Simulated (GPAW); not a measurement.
# SnTe (Fm-3m) in GPAW: further runs, part 2 of 4

GPAW 26.7.0.

### 3 Dielectric tensor, PBE

This run uses another cell than the first one, of 32.53 Å³/atom, 1.020 times its volume.

Input file run.py:

```python
import numpy as np
from ase import Atoms
from ase.dft.bandgap import bandgap
from ase.io import write
from gpaw import GPAW, PW
from gpaw.response.df import DielectricFunction

atoms = Atoms(['Te', 'Sn'],
              cell=[[0.0, 3.1923133075, 3.1923133075],
                    [3.1923133075, 0.0, 3.1923133075],
                    [3.1923133075, 3.1923133075, 0.0]],
              scaled_positions=[[0.5, 0.5, 0.5],
                                [0.0, 0.0, 0.0]],
              pbc=True)

calc = GPAW(mode=PW(450),
            xc='PBE',
            kpts={'size': (6, 6, 6), 'gamma': True},
            occupations={'name': 'fermi-dirac', 'width': 0.001},
            nbands=19,
            convergence={'density': 1e-06},
            maxiter=150,
            txt='gpaw.txt')
atoms.calc = calc
energy = atoms.get_potential_energy()
calc.write('gs.gpw')
write('result.traj', atoms)
print(f'Energy: {energy:.6f} eV')
print('Fermi level:', round(calc.get_fermi_level(), 4), 'eV')
print(f'Gap: {bandgap(calc)[0]:.4f} eV, direct: {bandgap(calc, direct=True)[0]:.4f} eV')

for size in [(18, 18, 18)]:
    name = 'x'.join(str(n) for n in size)
    dense = calc.fixed_density(kpts={'size': size, 'gamma': True},
                               nbands=36, convergence={'bands': 30, 'eigenstates': 1e-7},
                               update_fermi_level=True, txt=f'dense-{name}.txt')
    dense.write(f'{name}.gpw', mode='all')
    df = DielectricFunction(f'{name}.gpw', frequencies=np.array([0.0]), hilbert=False, eta=0.001,
                            ecut=80, nbands=30, intraband=False, txt=f'df-{name}.txt')
    for xc in ['RPA']:
        for direction in ['x', 'y', 'z', [0, 1, 1], [1, 0, 1], [1, 1, 0]]:
            e0, e = df.get_macroscopic_dielectric_constant(xc=xc, direction=direction)
            print(f'{name} {xc} {direction}: {e0:.4f} without, {e:.4f} with local fields')
```

Potentials or basis: GPAW PAW data sets (gpaw-data 1.2.1), pw.

Command:

```console
> OMP_NUM_THREADS=1 python run.py
```

gpaw.txt:

```text
__  _  _
 | _ |_)|_||  |
 |__||  | ||/\| - 26.7.0

Input parameters:
  mode=PW(ecut=450.00000000000006),
  convergence={'density': 1e-06},
  kpts=MonkhorstPack(size=(6, 6, 6), gamma=True),
  maxiter=150,
  nbands=19,
  occupations=Occupations(name='fermi-dirac', width=0.001),
  xc=XC(name='PBE')

Diagonalizing LCAO Hamiltonian
Converting LCAO to pw mode

                 Te

       Sn

Atoms  # Å, Bohr magnetons
|   | symbol |        x |        y |        z |    initial magnetic moments |
|---|--------|----------|----------|----------|-----------------------------|
| 0 |     Te | 3.192313 | 3.192313 | 3.192313 | ( 0.0000,  0.0000,  0.0000) |
| 1 |     Sn | 0.000000 | 0.000000 | 0.000000 | ( 0.0000,  0.0000,  0.0000) |

Unit cell  # Å
| periodic |        x |        y |        z |  lengths |    angles |
|----------|----------|----------|----------|----------|-----------|
|      yes | 0.000000 | 3.192313 | 3.192313 | 4.514613 | 60.000000 |
|      yes | 3.192313 | 0.000000 | 3.192313 | 4.514613 | 60.000000 |
|      yes | 3.192313 | 3.192313 | 0.000000 | 4.514613 | 60.000000 |

Number of symmetries: 48
Symmetry operations  # r_c * U_cc + t_c -> r_c
|    | kind |            matrix            |
|----|------|------------------------------|
|  0 |  σ   |  1, 0, 0,  1, 0,-1,  1,-1, 0 |
|  1 |  C2  |  1, 0, 0,  1,-1, 0,  1, 0,-1 |
|  2 |  E   |  1, 0, 0,  0, 1, 0,  0, 0, 1 |
|  3 |  σ   |  1, 0, 0,  0, 0, 1,  0, 1, 0 |
|  4 |  C4  |  1, 0,-1,  1, 0, 0,  1,-1, 0 |
|  5 |  S6  |  1, 0,-1,  1,-1, 0,  1, 0, 0 |
|  6 |  σ   |  1, 0,-1,  0, 1,-1,  0, 0,-1 |
|  7 |  C3  |  1, 0,-1,  0, 0,-1,  0, 1,-1 |
|  8 |  S6  |  1,-1, 0,  1, 0, 0,  1, 0,-1 |
|  9 |  C4  |  1,-1, 0,  1, 0,-1,  1, 0, 0 |
| 10 |  C3  |  1,-1, 0,  0,-1, 1,  0,-1, 0 |
| 11 |  σ   |  1,-1, 0,  0,-1, 0,  0,-1, 1 |
| 12 |  σ   |  0, 1, 0,  1, 0, 0,  0, 0, 1 |
| 13 |  C4  |  0, 1, 0,  0, 1,-1, -1, 1, 0 |
| 14 |  C3  |  0, 1, 0,  0, 0, 1,  1, 0, 0 |
| 15 |  S6  |  0, 1, 0, -1, 1, 0,  0, 1,-1 |
| 16 |  C2  |  0, 1,-1,  1, 0,-1,  0, 0,-1 |
| 17 |  σ   |  0, 1,-1,  0, 1, 0, -1, 1, 0 |
| 18 |  S4  |  0, 1,-1,  0, 0,-1,  1, 0,-1 |
| 19 |  C4  |  0, 1,-1, -1, 1, 0,  0, 1, 0 |
| 20 |  C3  |  0, 0, 1,  1, 0, 0,  0, 1, 0 |
| 21 |  σ   |  0, 0, 1,  0, 1, 0,  1, 0, 0 |
| 22 |  S6  |  0, 0, 1,  0,-1, 1, -1, 0, 1 |
| 23 |  C4  |  0, 0, 1, -1, 0, 1,  0,-1, 1 |
| 24 |  S4  |  0, 0,-1,  1, 0,-1,  0, 1,-1 |
| 25 |  C3  |  0, 0,-1,  0, 1,-1,  1, 0,-1 |
| 26 |  C2  |  0, 0,-1,  0,-1, 0, -1, 0, 0 |
| 27 |  S6  |  0, 0,-1, -1, 0, 0,  0,-1, 0 |
| 28 |  S4  |  0,-1, 1,  1,-1, 0,  0,-1, 0 |
| 29 |  C4  |  0,-1, 1,  0, 0, 1, -1, 0, 1 |
| 30 |  C2  |  0,-1, 1,  0,-1, 0,  1,-1, 0 |
| 31 |  σ   |  0,-1, 1, -1, 0, 1,  0, 0, 1 |
| 32 |  C3  |  0,-1, 0,  1,-1, 0,  0,-1, 1 |
| 33 |  S6  |  0,-1, 0,  0, 0,-1, -1, 0, 0 |
| 34 |  S4  |  0,-1, 0,  0,-1, 1,  1,-1, 0 |
| 35 |  C2  |  0,-1, 0, -1, 0, 0,  0, 0,-1 |
| 36 |  C2  | -1, 1, 0,  0, 1, 0,  0, 1,-1 |
| 37 |  S6  | -1, 1, 0,  0, 1,-1,  0, 1, 0 |
| 38 |  S4  | -1, 1, 0, -1, 0, 1, -1, 0, 0 |
| 39 |  C3  | -1, 1, 0, -1, 0, 0, -1, 0, 1 |
| 40 |  S6  | -1, 0, 1,  0, 0, 1,  0,-1, 1 |
| 41 |  C2  | -1, 0, 1,  0,-1, 1,  0, 0, 1 |
| 42 |  C3  | -1, 0, 1, -1, 1, 0, -1, 0, 0 |
| 43 |  S4  | -1, 0, 1, -1, 0, 0, -1, 1, 0 |
| 44 |  C2  | -1, 0, 0,  0, 0,-1,  0,-1, 0 |
| 45 |  i   | -1, 0, 0,  0,-1, 0,  0, 0,-1 |
| 46 |  σ   | -1, 0, 0, -1, 1, 0, -1, 0, 1 |
| 47 |  C2  | -1, 0, 0, -1, 0, 1, -1, 1, 0 |

BZ-sampling:
  Number of BZ points: 216
  Number of IBZ points: 16

  Monkhorst-Pack size: [6, 6, 6]
  Monkhorst-Pack shift: [0.08333333333333333, 0.08333333333333333, 0.08333333333333333]

K-points  # in reciprocal-cell coordinates
|     |                                coordinates |     weight |
|-----|--------------------------------------------|------------|
|   0 | (  0.00000000,   0.00000000,   0.00000000) | 0.00462963 |
|   1 | (  0.16666667,   0.16666667,   0.00000000) | 0.02777778 |
|   2 | (  0.16666667,   0.16666667,   0.16666667) | 0.03703704 |
|   3 | (  0.33333333,   0.16666667,   0.16666667) | 0.05555556 |
|   4 | (  0.33333333,   0.33333333,  -0.33333333) | 0.05555556 |
|   5 | (  0.33333333,   0.33333333,   0.00000000) | 0.02777778 |
|   6 | (  0.33333333,   0.33333333,   0.16666667) | 0.11111111 |
|   7 | (  0.33333333,   0.33333333,   0.33333333) | 0.03703704 |
|   8 | (  0.50000000,   0.33333333,  -0.33333333) | 0.11111111 |
|   9 | (  0.50000000,   0.33333333,  -0.16666667) | 0.05555556 |
| ... |                                            |            |
|  15 | (  0.50000000,   0.50000000,   0.50000000) | 0.01851852 |

Plane wave coefficients: 1420
Cutoff: 450.00000000000006 eV

Spin-components: 1 (collinear spins)
Bands:           19
Projectors:      11
Spin-degeneracy: 2
Datatype:        complex128

Parallelization:
  kpt:    1
  domain: 1
  band:   1

Density:
  Valence electrons: 20.0
  Components: 1
  Grid points: [24 24 24]
  Charge: 0.0  # |e|

Potential:
  Grid points: [24 24 24]

species:
  Te:
    name:    Tellurium
    Z:       52.0
    valence: 6
    core:    46
    charge:  0.0  # [|e|]
    compensation charges:
      type: gauss
      rc: 0.36  # [Å]
      lmax: 2
    cutoffs:
      filter: 2.09  # [Å]
      core: 3.17  # [Å]
    projectors
    | kind |    occ | energy [eV] | rcut [Å] |
    |------|--------|-------------|----------|
    |   5s |  2.000 |     -15.089 |    1.180 |
    |   5p |  4.000 |      -5.955 |    1.196 |
    |    s |        |      12.123 |    1.180 |
    |    p |        |      21.256 |    1.196 |
    |    d |        |       0.000 |    1.238 |

    Using partial waves for Te as LCAO basis

  Sn:
    name:    Tin
    Z:       50.0
    valence: 14
    core:    36
    charge:  0.0  # [|e|]
    compensation charges:
      type: gauss
      rc: 0.38  # [Å]
      lmax: 2
    cutoffs:
      filter: 2.23  # [Å]
      core: 2.35  # [Å]
    projectors
    | kind |    occ | energy [eV] | rcut [Å] |
    |------|--------|-------------|----------|
    |   5s |  2.000 |     -10.538 |    1.201 |
    |   5p |  2.000 |      -3.696 |    1.270 |
    |   4d | 10.000 |     -25.845 |    1.185 |
    |    s |        |      16.674 |    1.201 |
    |    p |        |      23.515 |    1.270 |
    |    d |        |       1.367 |    1.185 |

    Using partial waves for Sn as LCAO basis

Reference energy: -352801.376741  # eV

eigensolver:
  PPCG
  Converge bands: occupied
  niter=2

density mixing:
  MSR1-Mixer
  Pratt-step length: 0.05
  Maximum mixing coefficient: 0.75
  Old densities: 10
  SVD Regularization: 0.005
  Good broyden scale: 1.0
  Trust region scale: 1.0
  Backstep threshold: 4.0
  History deletion threshold: 6.0
  Fourier metric: weight=20.0, sigma=0.015

occupation numbers:
  Fermi-Dirac:
    width: 0.0010  # eV

poisson solver:
  ecut: 3600.0000000000005  # eV

xc functional:
  name: PBE with 2 nearest neighbor stencil

convergence criteria:
- Maximum integral of absolute [dens]ity change: 1e-06 electrons / valence electron
- Maximum [total energy] change in last 3 cyles: 0.0005 eV / valence electron
- Maximum integral of absolute [eigenst]ate change: 4e-08 eV^2 / valence electron
maximum number of iterations: 150

SCF iterations
|iter     | |      energy | eigst |  dens |
|---------|-|-------------|-------|-------|
|iter:   1| |   -7.832883 | -0.20 |       |
|iter:   2| |   -7.823442 | -2.31 | -1.45 |
|iter:   3| |   -7.783157 | -2.66 | -1.49 |
|iter:   4| |   -7.784688 | -4.21 | -2.09 |
|iter:   5| |   -7.784970c| -4.78 | -2.56 |
|iter:   6| |   -7.784976c| -6.18 | -3.32 |
|iter:   7| |   -7.784976c| -7.44c| -4.14 |
|iter:   8| |   -7.784976c| -7.61c| -4.68 |
|iter:   9| |   -7.784976c| -8.16c| -5.75 |
|iter:  10| |   -7.784976c| -8.77c| -6.32c|

Converged in 10 steps
Energy contributions relative to reference atoms: (reference = -352801.376741)

Energy contributions:
  Kinetic:          12.492678
  Coulomb:         -13.122022
  Zero:              0.192123
  External:          0.000000
  Xc:               -7.347753
  Entropy:          -0.000004
  Spinorbit:         0.000000
  ----------------------------
  Free energy:      -7.784978
  Extrapolated:     -7.784976

dipole moment: (-21.660287, -21.660287, -21.660287)  # |e|*Ang

Fermi level: 6.029
Eigenvalues  # (at kpt = [0.000, 0.000, 0.000])
| band index |      eig [eV] | occ [0-2] |
|------------|---------------|-----------|
|          0 |       -15.875 |     2.000 |
|        ... |               |           |
|          2 |       -15.869 |     2.000 |
|          3 |       -15.869 |     2.000 |
|          4 |       -15.869 |     2.000 |
|          5 |        -6.502 |     2.000 |
|          6 |         1.190 |     2.000 |
|          7 |         3.955 |     2.000 |
[... 9 lines left out ...]
|         17 |        12.890 |     0.000 |
|         18 |        12.938 |     0.000 |

Gap: 0.009 eV
Transition (v -> c):
  (s=0, k=15, n=9, [0.50, 0.50, 0.50]) -> (s=0, k=15, n=10, [0.50, 0.50, 0.50])
No difference between direct/indirect transitions
# Writing to gs.gpw (mode='')
```

Wall time 3.7 min (1 thread of Arm Neoverse V2, shared host); peak memory 0.52 GiB.

Results:

| Item | Value |
| --- | --- |
| Free energy | -7.7850 eV |
| Band gap on the k mesh | 0.01 eV, direct |
| Electronic dielectric tensor (diagonal) | 23469.91 |

Electronic dielectric tensor:
```
23469.91     0.00     0.00
    0.00 23469.91     0.00
    0.00     0.00 23469.91
```

Caveat: the gap is small at this level, which inflates the dielectric constant; the long-wavelength limit can be off by a per cent or two; spin-orbit coupling is left out, which moves the levels of the heavy elements.

### 4 Dielectric tensor, PBE

This run uses another cell than the first one, of 33.16 Å³/atom, 1.039 times its volume.

Edit run.py of step 3 so:

```diff
@@ -8,5 +8,5 @@
 atoms = Atoms(['Te', 'Sn'],
-              cell=[[0.0, 3.1923133075, 3.1923133075],
-                    [3.1923133075, 0.0, 3.1923133075],
-                    [3.1923133075, 3.1923133075, 0.0]],
+              cell=[[0.0, 3.2126470615, 3.2126470615],
+                    [3.2126470615, 0.0, 3.2126470615],
+                    [3.2126470615, 3.2126470615, 0.0]],
               scaled_positions=[[0.5, 0.5, 0.5],
```

Potentials or basis: GPAW PAW data sets (gpaw-data 1.2.1), pw.

Command:

```console
> OMP_NUM_THREADS=1 python run.py
```

gpaw.txt:

```text
__  _  _
 | _ |_)|_||  |
 |__||  | ||/\| - 26.7.0

Input parameters:
  mode=PW(ecut=450.00000000000006),
  convergence={'density': 1e-06},
  kpts=MonkhorstPack(size=(6, 6, 6), gamma=True),
  maxiter=150,
  nbands=19,
  occupations=Occupations(name='fermi-dirac', width=0.001),
  xc=XC(name='PBE')

Diagonalizing LCAO Hamiltonian
Converting LCAO to pw mode

                 Te

       Sn

Atoms  # Å, Bohr magnetons
|   | symbol |        x |        y |        z |    initial magnetic moments |
|---|--------|----------|----------|----------|-----------------------------|
| 0 |     Te | 3.212647 | 3.212647 | 3.212647 | ( 0.0000,  0.0000,  0.0000) |
| 1 |     Sn | 0.000000 | 0.000000 | 0.000000 | ( 0.0000,  0.0000,  0.0000) |

Unit cell  # Å
| periodic |        x |        y |        z |  lengths |    angles |
|----------|----------|----------|----------|----------|-----------|
|      yes | 0.000000 | 3.212647 | 3.212647 | 4.543369 | 60.000000 |
|      yes | 3.212647 | 0.000000 | 3.212647 | 4.543369 | 60.000000 |
|      yes | 3.212647 | 3.212647 | 0.000000 | 4.543369 | 60.000000 |

Number of symmetries: 48
Symmetry operations  # r_c * U_cc + t_c -> r_c
|    | kind |            matrix            |
|----|------|------------------------------|
|  0 |  σ   |  1, 0, 0,  1, 0,-1,  1,-1, 0 |
|  1 |  C2  |  1, 0, 0,  1,-1, 0,  1, 0,-1 |
|  2 |  E   |  1, 0, 0,  0, 1, 0,  0, 0, 1 |
|  3 |  σ   |  1, 0, 0,  0, 0, 1,  0, 1, 0 |
|  4 |  C4  |  1, 0,-1,  1, 0, 0,  1,-1, 0 |
|  5 |  S6  |  1, 0,-1,  1,-1, 0,  1, 0, 0 |
|  6 |  σ   |  1, 0,-1,  0, 1,-1,  0, 0,-1 |
|  7 |  C3  |  1, 0,-1,  0, 0,-1,  0, 1,-1 |
|  8 |  S6  |  1,-1, 0,  1, 0, 0,  1, 0,-1 |
|  9 |  C4  |  1,-1, 0,  1, 0,-1,  1, 0, 0 |
| 10 |  C3  |  1,-1, 0,  0,-1, 1,  0,-1, 0 |
| 11 |  σ   |  1,-1, 0,  0,-1, 0,  0,-1, 1 |
| 12 |  σ   |  0, 1, 0,  1, 0, 0,  0, 0, 1 |
| 13 |  C4  |  0, 1, 0,  0, 1,-1, -1, 1, 0 |
| 14 |  C3  |  0, 1, 0,  0, 0, 1,  1, 0, 0 |
| 15 |  S6  |  0, 1, 0, -1, 1, 0,  0, 1,-1 |
| 16 |  C2  |  0, 1,-1,  1, 0,-1,  0, 0,-1 |
| 17 |  σ   |  0, 1,-1,  0, 1, 0, -1, 1, 0 |
| 18 |  S4  |  0, 1,-1,  0, 0,-1,  1, 0,-1 |
| 19 |  C4  |  0, 1,-1, -1, 1, 0,  0, 1, 0 |
| 20 |  C3  |  0, 0, 1,  1, 0, 0,  0, 1, 0 |
| 21 |  σ   |  0, 0, 1,  0, 1, 0,  1, 0, 0 |
| 22 |  S6  |  0, 0, 1,  0,-1, 1, -1, 0, 1 |
| 23 |  C4  |  0, 0, 1, -1, 0, 1,  0,-1, 1 |
| 24 |  S4  |  0, 0,-1,  1, 0,-1,  0, 1,-1 |
| 25 |  C3  |  0, 0,-1,  0, 1,-1,  1, 0,-1 |
| 26 |  C2  |  0, 0,-1,  0,-1, 0, -1, 0, 0 |
| 27 |  S6  |  0, 0,-1, -1, 0, 0,  0,-1, 0 |
| 28 |  S4  |  0,-1, 1,  1,-1, 0,  0,-1, 0 |
| 29 |  C4  |  0,-1, 1,  0, 0, 1, -1, 0, 1 |
[... 86 lines left out ...]
    |    d |        |       0.000 |    1.238 |

    Using partial waves for Te as LCAO basis

  Sn:
    name:    Tin
    Z:       50.0
    valence: 14
    core:    36
    charge:  0.0  # [|e|]
    compensation charges:
      type: gauss
      rc: 0.38  # [Å]
      lmax: 2
    cutoffs:
      filter: 2.23  # [Å]
      core: 2.35  # [Å]
    projectors
    | kind |    occ | energy [eV] | rcut [Å] |
    |------|--------|-------------|----------|
    |   5s |  2.000 |     -10.538 |    1.201 |
    |   5p |  2.000 |      -3.696 |    1.270 |
    |   4d | 10.000 |     -25.845 |    1.185 |
    |    s |        |      16.674 |    1.201 |
    |    p |        |      23.515 |    1.270 |
    |    d |        |       1.367 |    1.185 |

    Using partial waves for Sn as LCAO basis

Reference energy: -352801.376741  # eV

eigensolver:
  PPCG
  Converge bands: occupied
  niter=2

density mixing:
  MSR1-Mixer
  Pratt-step length: 0.05
  Maximum mixing coefficient: 0.75
  Old densities: 10
  SVD Regularization: 0.005
  Good broyden scale: 1.0
  Trust region scale: 1.0
  Backstep threshold: 4.0
  History deletion threshold: 6.0
  Fourier metric: weight=20.0, sigma=0.015

occupation numbers:
  Fermi-Dirac:
    width: 0.0010  # eV

poisson solver:
  ecut: 3600.0000000000005  # eV

xc functional:
  name: PBE with 2 nearest neighbor stencil

convergence criteria:
- Maximum integral of absolute [dens]ity change: 1e-06 electrons / valence electron
- Maximum [total energy] change in last 3 cyles: 0.0005 eV / valence electron
- Maximum integral of absolute [eigenst]ate change: 4e-08 eV^2 / valence electron
maximum number of iterations: 150

SCF iterations
|iter     | |      energy | eigst |  dens |
|---------|-|-------------|-------|-------|
|iter:   1| |   -7.839442 | -0.23 |       |
|iter:   2| |   -7.828278 | -2.31 | -1.43 |
|iter:   3| |   -7.782969 | -2.63 | -1.47 |
|iter:   4| |   -7.784624 | -4.22 | -2.07 |
|iter:   5| |   -7.784939c| -4.75 | -2.54 |
|iter:   6| |   -7.784946c| -6.12 | -3.31 |
|iter:   7| |   -7.784946c| -7.37 | -4.14 |
|iter:   8| |   -7.784946c| -7.62c| -4.69 |
|iter:   9| |   -7.784946c| -8.18c| -5.83 |
|iter:  10| |   -7.784946c| -8.79c| -6.39c|

Converged in 10 steps
Energy contributions relative to reference atoms: (reference = -352801.376741)

Energy contributions:
  Kinetic:          11.098847
  Coulomb:         -12.010103
  Zero:              0.194139
  External:          0.000000
  Xc:               -7.067829
  Entropy:          -0.000000
  Spinorbit:         0.000000
  ----------------------------
  Free energy:      -7.784946
  Extrapolated:     -7.784946

dipole moment: (-21.796653, -21.796653, -21.796653)  # |e|*Ang

Fermi level: 5.784
Eigenvalues  # (at kpt = [0.000, 0.000, 0.000])
| band index |      eig [eV] | occ [0-2] |
|------------|---------------|-----------|
|          0 |       -16.091 |     2.000 |
|        ... |               |           |
|          2 |       -16.086 |     2.000 |
|          3 |       -16.086 |     2.000 |
|          4 |       -16.086 |     2.000 |
|          5 |        -6.588 |     2.000 |
|          6 |         0.901 |     2.000 |
|          7 |         3.787 |     2.000 |
[... 9 lines left out ...]
|         17 |        12.659 |     0.000 |
|         18 |        12.766 |     0.000 |

Gap: 0.062 eV
Transition (v -> c):
  (s=0, k=15, n=9, [0.50, 0.50, 0.50]) -> (s=0, k=15, n=10, [0.50, 0.50, 0.50])
No difference between direct/indirect transitions
# Writing to gs.gpw (mode='')
```

Run time: 3.7 min. Hardware: 1 thread of Arm Neoverse V2, shared host; peak memory 0.52 GiB.

What came out:

```yaml
Free_energy: -7.7849 eV
Band_gap_on_the_k_mesh: 0.06 eV, direct
Electronic_dielectric_tensor_diagonal: 125.61
```

Electronic dielectric tensor:
```
125.61   0.00   0.00
  0.00 125.61   0.00
  0.00   0.00 125.61
```

Caveat: the gap is small at this level, which inflates the dielectric constant; the long-wavelength limit can be off by a per cent or two; spin-orbit coupling is left out, which moves the levels of the heavy elements.

(Part 2 of 4 ends here.)
